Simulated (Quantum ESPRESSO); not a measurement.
# MoS2 (P-3m1) in Quantum ESPRESSO: convergence with smearing width

Aim: find how far smearing width must go before the results for MoS2 settle, at PBEsol. This setting moves, with any that are tied to it; all else stays.

All numbers are computed with Quantum ESPRESSO 7.5; they aren't measurements. Logs are shortened: lines on timing, memory, paths and dates and some standing lists are left out, and cuts for length are marked.

## (1) Starting point

The structure is trigonal, space group P-3m1 (No. 164). The conventional cell has a = 3.227 Å, b = 3.227 Å, c = 6.312 Å, α = 90.00°, β = 90.00°, γ = 120.00°. Mo (site symmetry -3m) has 6 S at 2.42 Å as nearest neighbours. Around S (site symmetry 3m) lie 3 Mo at 2.42 Å.

Measurements of this composition are mostly on another form, of space group No. 194.

## (2) With smearing width 0.5 eV

Input file pw.in:

```
&CONTROL
  calculation = 'scf'
  prefix = 'pwscf'
  outdir = './tmp'
  pseudo_dir = './pseudo'
  tprnfor = .true.
  tstress = .true.
  disk_io = 'nowf'
/
&SYSTEM
  ibrav = 0
  nat = 3
  ntyp = 2
  ecutwfc = 90
  nbnd = 40
  occupations = 'smearing'
  smearing = 'fd'
  degauss = 0.03674932
  noncolin = .true.
  lspinorb = .true.
/
&ELECTRONS
  conv_thr = 6d-10
  electron_maxstep = 120
  mixing_beta = 0.5
/
ATOMIC_SPECIES
Mo    95.9500 Mo.upf
S     32.0600 S.upf
CELL_PARAMETERS angstrom
   3.2274645616    0.0000000000    0.0000000000
  -1.6137322808    2.7950663001    0.0000000000
   0.0000000000    0.0000000000    6.3124734200
ATOMIC_POSITIONS crystal
Mo     0.0000000000    0.0000000000    0.5000000000
S      0.6666666667    0.3333333333    0.7446806800
S      0.3333333333    0.6666666667    0.2553193200
K_POINTS automatic
6 6 3 0 0 0
```

Potentials or basis: PseudoDojo 0.4 FR PBEsol stringent.

Command:

```console
$ OMP_NUM_THREADS=1 pw.x -in pw.in > pw.out
```

pw.out:

```text
This program is part of the open-source Quantum ESPRESSO suite
     for quantum simulation of materials; please cite
[... 9 lines left out ...]
     --------------------
     sticks:   dense  smooth     PW     G-vecs:    dense   smooth      PW
     Sum         925     925    265                44365    44365    6855

     Using Slab Decomposition

     bravais-lattice index     =            0
     lattice parameter (alat)  =       6.0990  a.u.
     unit-cell volume          =     384.2818 (a.u.)^3
     number of atoms/cell      =            3
     number of atomic types    =            2
     number of electrons       =        26.00
     number of Kohn-Sham states=           40
     kinetic-energy cutoff     =      90.0000  Ry
     charge density cutoff     =     360.0000  Ry
     scf convergence threshold =      6.0E-10
     mixing beta               =       0.5000
     number of iterations used =            8  plain     mixing
     Exchange-correlation= PBESOL
                           (   1   4  10   8   0   0   0)
     Non magnetic calculation with spin-orbit

     celldm(1)=   6.099024  celldm(2)=   0.000000  celldm(3)=   0.000000
     celldm(4)=   0.000000  celldm(5)=   0.000000  celldm(6)=   0.000000

     crystal axes: (cart. coord. in units of alat)
               a(1) = (   1.000000   0.000000   0.000000 )
               a(2) = (  -0.500000   0.866025   0.000000 )
               a(3) = (   0.000000   0.000000   1.955861 )

     reciprocal axes: (cart. coord. in units 2 pi/alat)
               b(1) = (  1.000000  0.577350 -0.000000 )
               b(2) = (  0.000000  1.154701  0.000000 )
               b(3) = (  0.000000 -0.000000  0.511284 )

     PseudoPot. # 1 for Mo read from file:
     Mo.upf
     Pseudo is Norm-conserving + core correction, Zval = 14.0
     Generated using ONCVPSP code by D. R. Hamann
     Using radial grid of 1640 points, 10 beta functions with:
                l(1) =   0
                l(2) =   0
                l(3) =   1
                l(4) =   1
                l(5) =   1
                l(6) =   1
                l(7) =   2
                l(8) =   2
                l(9) =   2
               l(10) =   2

     PseudoPot. # 2 for S  read from file:
     S.upf
     Pseudo is Norm-conserving + core correction, Zval =  6.0
     Generated using ONCVPSP code by D. R. Hamann
     Using radial grid of 1146 points, 10 beta functions with:
                l(1) =   0
                l(2) =   0
                l(3) =   1
[... 25 lines left out ...]
        k(    3) = (   0.0000000   0.1924501   0.0000000), wk =   0.0555556
        k(    4) = (   0.0000000   0.1924501   0.1704279), wk =   0.0555556
        k(    5) = (   0.0000000   0.3849002   0.0000000), wk =   0.0555556
        k(    6) = (   0.0000000   0.3849002   0.1704279), wk =   0.0555556
[... 9 lines left out ...]
        k(   16) = (   0.0000000   0.3849002  -0.1704279), wk =   0.0555556
        k(   17) = (  -0.1666667   0.4811252  -0.1704279), wk =   0.1111111

     Dense  grid:    44365 G-vectors     FFT dimensions: (  40,  40,  75)

     Initial potential from superposition of free atoms

     starting charge      25.9986, renormalised to      26.0000
     Starting wfcs are   36 randomized atomic wfcs +    4 random wfcs

     Self-consistent Calculation

     iteration #  1     ecut=    90.00 Ry     beta= 0.50
     Davidson diagonalization with overlap
     ethr =  1.00E-02,  avg # of iterations =  4.8

     total energy              =    -184.58538053 Ry
     estimated scf accuracy    <       0.49299831 Ry
[... 64 lines left out ...]
     iteration # 11     ecut=    90.00 Ry     beta= 0.50
     Davidson diagonalization with overlap
     ethr =  2.24E-11,  avg # of iterations =  2.0

     End of self-consistent calculation

          k = 0.0000 0.0000 0.0000 (  5503 PWs)   bands (ev):

   -51.4354 -51.4354 -27.2156 -27.2156 -24.7514 -24.7514 -24.6590 -24.6590
    -4.6986  -4.6986  -3.2400  -3.2400   3.4312   3.4312   6.1139   6.1139
     6.1421   6.1421   8.2972   8.2972   9.0202   9.0202   9.2232   9.2232
     9.2451   9.2451   9.7877   9.7877   9.8774   9.8774  13.3468  13.3468
    13.3681  13.3681  16.0790  16.0790  16.1904  16.1904  20.2084  20.2087
[... 35 lines left out ...]
   -51.4115 -51.4115 -27.2903 -27.2903 -24.8617 -24.8617 -24.7321 -24.7321
    -3.2814  -3.2814  -3.0161  -3.0161   4.3233   4.3233   4.9056   4.9056
     5.6624   5.6624   6.2151   6.2151   7.1328   7.1328   8.2082   8.2082
     8.6907   8.6907  10.9977  10.9977  11.0885  11.0885  13.4780  13.4780
    13.8583  13.8583  16.3329  16.3329  17.1806  17.1806  17.8500  17.8500

          k = 0.0000-0.5774 0.0000 (  5554 PWs)   bands (ev):

   -51.4035 -51.4035 -27.3171 -27.3171 -24.9172 -24.9172 -24.7332 -24.7332
    -3.0933  -3.0933  -2.4324  -2.4324   3.2767   3.2767   5.1897   5.1897
     5.3923   5.3923   6.0407   6.0407   6.9316   6.9316   8.3703   8.3703
     8.4120   8.4120  11.1612  11.1612  11.8841  11.8841  13.7900  13.7900
    13.9251  13.9251  15.6335  15.6335  16.9276  16.9276  18.3575  18.3576

          k = 0.0000-0.5774 0.1704 (  5554 PWs)   bands (ev):

   -51.4035 -51.4035 -27.3171 -27.3171 -24.9172 -24.9172 -24.7332 -24.7332
    -3.1401  -3.1401  -2.3661  -2.3661   3.2839   3.2839   4.8808   4.8808
     5.4337   5.4337   6.0012   6.0012   7.4409   7.4409   8.2116   8.2116
     8.4884   8.4884  11.1605  11.1605  11.9030  11.9030  13.5383  13.5383
    14.3452  14.3452  15.1549  15.1549  16.0977  16.0977  17.1051  17.1051
[... 43 lines left out ...]
   -51.3995 -51.3995 -27.3265 -27.3265 -24.9084 -24.9084 -24.7775 -24.7775
    -2.6069  -2.6069  -2.5764  -2.5764   4.5358   4.5358   4.5673   4.5673
     4.8481   4.8481   6.3144   6.3144   6.3193   6.3193   6.4223   6.4223
    10.5900  10.5900  10.6593  10.6593  10.8054  10.8054  13.5813  13.5813
    13.5925  13.5925  16.8631  16.8631  18.0271  18.0271  18.1377  18.1377

          k = 0.0000 0.1925-0.1704 (  5532 PWs)   bands (ev):

   -51.4274 -51.4274 -27.2395 -27.2395 -24.7670 -24.7670 -24.7068 -24.7068
    -4.1708  -4.1708  -3.3296  -3.3296   4.3477   4.3477   5.2706   5.2706
     6.2989   6.2989   7.1151   7.1151   7.7851   7.7851   8.3274   8.3274
     9.3410   9.3410  10.7116  10.7116  10.8618  10.8618  12.5740  12.5740
    13.2062  13.2062  17.3439  17.3439  17.8945  17.8945  18.4155  18.4155

          k = 0.0000 0.3849-0.1704 (  5548 PWs)   bands (ev):

   -51.4115 -51.4115 -27.2903 -27.2903 -24.8617 -24.8617 -24.7321 -24.7321
    -3.3973  -3.3973  -2.8740  -2.8740   4.1586   4.1586   4.6778   4.6778
     5.8310   5.8310   6.1953   6.1953   7.7468   7.7468   8.2573   8.2573
     8.3658   8.3658  11.0518  11.0518  11.5460  11.5460  13.0033  13.0033
    13.3507  13.3507  15.9718  15.9718  16.5207  16.5207  19.0329  19.0329

          k =-0.1667 0.4811-0.1704 (  5547 PWs)   bands (ev):

   -51.4035 -51.4035 -27.3152 -27.3152 -24.8996 -24.8996 -24.7543 -24.7543
    -3.0063  -3.0063  -2.5442  -2.5442   3.9092   3.9092   4.5620   4.5620
     5.7125   5.7125   6.1605   6.1605   6.5894   6.5894   7.3839   7.3839
     9.4473   9.4473  10.9258  10.9258  11.6882  11.6882  12.6682  12.6682
    14.0774  14.0774  16.4552  16.4552  17.3167  17.3167  18.3528  18.3529

     the Fermi energy is     9.9789 ev

!    total energy              =    -184.80608172 Ry
     estimated scf accuracy    <          2.9E-10 Ry
     smearing contrib. (-TS)   =      -0.10207335 Ry
     internal energy E=F+TS    =    -184.70400836 Ry

     The total energy is F=E-TS. E is the sum of the following terms:
     one-electron contribution =     -95.31130636 Ry
     hartree contribution      =      57.84731077 Ry
     xc contribution           =     -33.07593544 Ry
     ewald contribution        =    -114.16407733 Ry

     convergence has been achieved in  11 iterations

     Forces acting on atoms (cartesian axes, Ry/au):

     atom    1 type  1   force =     0.00000000   -0.00000000    0.00000000
     atom    2 type  2   force =    -0.00000000   -0.00000000    0.00474699
     atom    3 type  2   force =     0.00000000    0.00000000   -0.00474699

     Total force =     0.006713     Total SCF correction =     0.000056

     Computing stress (Cartesian axis) and pressure

          total   stress  (Ry/bohr**3)                   (kbar)     P=       -5.78
  -0.00006215   0.00000000   0.00000000           -9.14        0.00        0.00
   0.00000000  -0.00006215   0.00000000            0.00       -9.14        0.00
   0.00000000   0.00000000   0.00000639            0.00        0.00        0.94

=------------------------------------------------------------------------------=
   JOB DONE.
=------------------------------------------------------------------------------=
```

Wall time 2.6 min (1 thread of Arm Neoverse V1, shared host); peak memory 0.28 GiB.

Results:

| Quantity | Value |
| --- | --- |
| Free energy | -2514.4148 eV |
| Pressure | -0.6 GPa |
| Largest force | 0.122 eV/Å |
| Band gap on the k mesh | none (metal or under the smearing width) |

## (3) With smearing width 0.3 eV

pw.in, as its differences from that of step 2:

```diff
@@ -17,3 +17,3 @@
   smearing = 'fd'
-  degauss = 0.03674932
+  degauss = 0.02204959
   noncolin = .true.
```

Potentials or basis: PseudoDojo 0.4 FR PBEsol stringent.

Command:

```console
$ OMP_NUM_THREADS=1 pw.x -in pw.in > pw.out
```

Wall time 2.6 min (1 thread of Arm Neoverse V1, shared host); peak memory 0.28 GiB.

What came out:

| Item | Value |
| --- | --- |
| Free energy | -2513.9773 eV |
| Pressure | -2.3 GPa |
| Largest force | 0.069 eV/Å |
| Band gap on the k mesh | none (metal or under the smearing width) |

## (4) With smearing width 0.2 eV

pw.in, as its differences from that of step 3:

```diff
@@ -17,3 +17,3 @@
   smearing = 'fd'
-  degauss = 0.02204959
+  degauss = 0.01469973
   noncolin = .true.
```

Command:

```console
$ OMP_NUM_THREADS=1 pw.x -in pw.in > pw.out
```

It took 2.6 min on 1 thread of Arm Neoverse V1, shared host; peak memory 0.28 GiB.

Results:

| Quantity | Value |
| --- | --- |
| Free energy | -2513.8519 eV |
| Pressure | -2.9 GPa |
| Largest force | 0.050 eV/Å |
| Band gap on the k mesh | none (metal or under the smearing width) |

## (5) With smearing width 0.136 eV

pw.in, as its differences from that of step 4:

```diff
@@ -17,3 +17,3 @@
   smearing = 'fd'
-  degauss = 0.01469973
+  degauss = 0.00999582
   noncolin = .true.
```

Command:

```console
$ OMP_NUM_THREADS=1 pw.x -in pw.in > pw.out
```

Wall time 2.6 min (1 thread of Arm Neoverse V1, shared host); peak memory 0.28 GiB.

Results:

| Property | Result |
| --- | --- |
| Free energy | -2513.8070 eV |
| Pressure | -3.1 GPa |
| Largest force | 0.030 eV/Å |
| Band gap on the k mesh | none (metal or under the smearing width) |

## (6) With smearing width 0.1 eV

pw.in, as its differences from that of step 5:

```diff
@@ -17,3 +17,3 @@
   smearing = 'fd'
-  degauss = 0.00999582
+  degauss = 0.00734986
   noncolin = .true.
```

Potentials or basis: PseudoDojo 0.4 FR PBEsol stringent.

Command:

```console
$ OMP_NUM_THREADS=1 pw.x -in pw.in > pw.out
```

Run time: 2.5 min. Hardware: 1 thread of Arm Neoverse V1, shared host; peak memory 0.28 GiB.

The run converged. Its results:

* Free energy: -2513.7933 eV
* Pressure: -3.2 GPa
* Largest force: 0.016 eV/Å
* Band gap on the k mesh: none (metal or under the smearing width)

## (7) With smearing width 0.05 eV

pw.in, as its differences from that of step 6:

```diff
@@ -17,3 +17,3 @@
   smearing = 'fd'
-  degauss = 0.00734986
+  degauss = 0.00367493
   noncolin = .true.
```

Command:

```console
$ OMP_NUM_THREADS=1 pw.x -in pw.in > pw.out
```

It took 2.6 min on 1 thread of Arm Neoverse V1, shared host; peak memory 0.29 GiB.

The run converged. Its results:

* Free energy: -2513.7856 eV
* Pressure: -3.2 GPa
* Band gap on the k mesh: none (metal or under the smearing width)

## (8) With smearing width 0.025 eV

pw.in, as its differences from that of step 7:

```diff
@@ -17,3 +17,3 @@
   smearing = 'fd'
-  degauss = 0.00367493
+  degauss = 0.00183747
   noncolin = .true.
```

Command:

```console
$ OMP_NUM_THREADS=1 pw.x -in pw.in > pw.out
```

It took 2.6 min on 1 thread of Arm Neoverse V1, shared host; peak memory 0.28 GiB.

Results (log left out):

* Free energy: -2513.7850 eV
* Pressure: -3.2 GPa
* Band gap on the k mesh: none (metal or under the smearing width)

## (9) With smearing width 0.01 eV

pw.in, as its differences from that of step 8:

```diff
@@ -17,3 +17,3 @@
   smearing = 'fd'
-  degauss = 0.00183747
+  degauss = 0.00073499
   noncolin = .true.
```

Potentials or basis: PseudoDojo 0.4 FR PBEsol stringent.

Command:

```console
$ OMP_NUM_THREADS=1 pw.x -in pw.in > pw.out
```

It took 2.6 min on 1 thread of Arm Neoverse V1, shared host; peak memory 0.28 GiB.

It converged, with:

```
Free energy : -2513.7850 eV
Pressure    : -3.2 GPa
```

## (10) The series at a glance

```
smearing width  energy less the tightest run, at zero smearing (meV/atom)  pressure (GPa)  largest force (eV/Å)  SCF cycles  CPU time (s)  peak memory (GiB)
        0.5 eV                                                      21.52           -0.58                 0.122          11           160               0.28
        0.3 eV                                                      14.91           -2.26                 0.069          11           150               0.28
        0.2 eV                                                       8.31           -2.87                 0.050          11           150               0.28
      0.136 eV                                                       3.77           -3.12                 0.030          11           150               0.28
        0.1 eV                                                       1.84           -3.19                 0.016          11           150               0.28
       0.05 eV                                                       0.24           -3.21                 0.000          11           160               0.29
      0.025 eV                                                       0.01           -3.21                 0.001          11           160               0.28
       0.01 eV                                                       0.00           -3.21                 0.001          11           160               0.28
```

Against the tightest run, the energy stays within 1 meV/atom from 0.05 eV on; the pressure stays within 0.1 GPa from 0.136 eV on; the largest force stays within 0.005 eV/Å from 0.05 eV on. Narrower smearing needs a denser k mesh, so at a fixed mesh the narrowest width isn't the most accurate. The tightest run that finished is the yardstick and may itself not be fully converged.

Caveats: all runs use coarse meshes; this functional lacks dispersion, which binds the layers, so the pressure and a relaxed spacing across them are unreliable.
